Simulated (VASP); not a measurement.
Wanted: the native input for a VASP 6.6.1 run.

```
Task                               : relaxation of cell and atoms
Functional                         : TPSSh
Potentials or basis                : VASP PAW PBE potentials, release 64 (Ga_d, P)
Cutoff                             : 600 eV
k mesh                             : 4 × 4 × 4
Occupations                        : gaussian, width 0.05 eV
Spin                               : no spin polarisation
Grid for exact exchange (PRECFOCK) : Normal
Exchange at q = 0                  : default
Further INCAR settings             : ALGO = Normal; EDIFF = 1e-06; IBRION = 2; EDIFFG = -0.01; NSW = 60; ISIF = 3
```

The system is GaP.

```
CELL_PARAMETERS angstrom
0.00000 2.72525 2.72525
2.72525 0.00000 2.72525
2.72525 2.72525 0.00000
ATOMIC_POSITIONS crystal
Ga 0.00000 0.00000 0.00000
P 0.75000 0.75000 0.75000
```

One way to write it, as run:

POSCAR

```
GaP
1.0
    0.0000000000      2.7252500000      2.7252500000
    2.7252500000      0.0000000000      2.7252500000
    2.7252500000      2.7252500000      0.0000000000
Ga P
1 1
Direct
    0.0000000000      0.0000000000      0.0000000000
    0.7500000000      0.7500000000      0.7500000000
```

INCAR.step1

```
ALGO = Normal
EDIFF = 1E-5
ENCUT = 600
GGA = PE
ISMEAR = 0
LASPH = T
LCHARG = F
LREAL = F
LWAVE = T
NELM = 60
PREC = Accurate
SIGMA = 0.05
```

INCAR.step2

```
AEXX = 0.1
ALGO = Normal
EDIFF = 1E-6
EDIFFG = -0.01
ENCUT = 600
IBRION = 2
ISIF = 3
ISMEAR = 0
ISTART = 1
LASPH = T
LCHARG = F
LHFCALC = T
LMIXTAU = T
LREAL = F
LWAVE = F
METAGGA = TPSS
NELM = 60
NSW = 60
PREC = Accurate
PRECFOCK = Normal
SIGMA = 0.05
```

KPOINTS

```
k-points
0
Gamma
  4 4 4
```

Potentials or basis: VASP PAW PBE potentials, release 64 (Ga_d, P).

Command:

```sh
$ cat potpaw_PBE.64/Ga_d/POTCAR potpaw_PBE.64/P/POTCAR > POTCAR
$ cp INCAR.step1 INCAR
$ mpirun -np 1 vasp_std > vasp.out
$ cp INCAR.step2 INCAR
$ mpirun -np 1 vasp_std > vasp.out
```

Results of the run:

```yaml
Relaxed_volume: 20.46 Å³/atom
Relaxed_cell: a = 3.868 Å, b = 3.868 Å, c = 3.868 Å, α = 60.00°, β = 60.00°, γ = 60.00°
Space_group_after_relaxing_to_0.05_Å: F-43m (No. 216)
Energy_gained_by_relaxing: 0.6 meV/atom
Ionic_steps: 3
Pressure_after_relaxing: 0.1 GPa
Band_gap_on_the_k_mesh: 2.26 eV, indirect (least direct gap 2.61 eV)
```

Caveat: the k mesh is coarse (spacing up to 0.50 Å⁻¹), so the values aren't converged, least of all with exact exchange; the PAW data sets were made with another functional, which shifts forces and pressure a little.

It took 15 min on 1 thread of AMD EPYC 9R14 (Zen 4), on a shared host, peak memory 0.18 GiB.
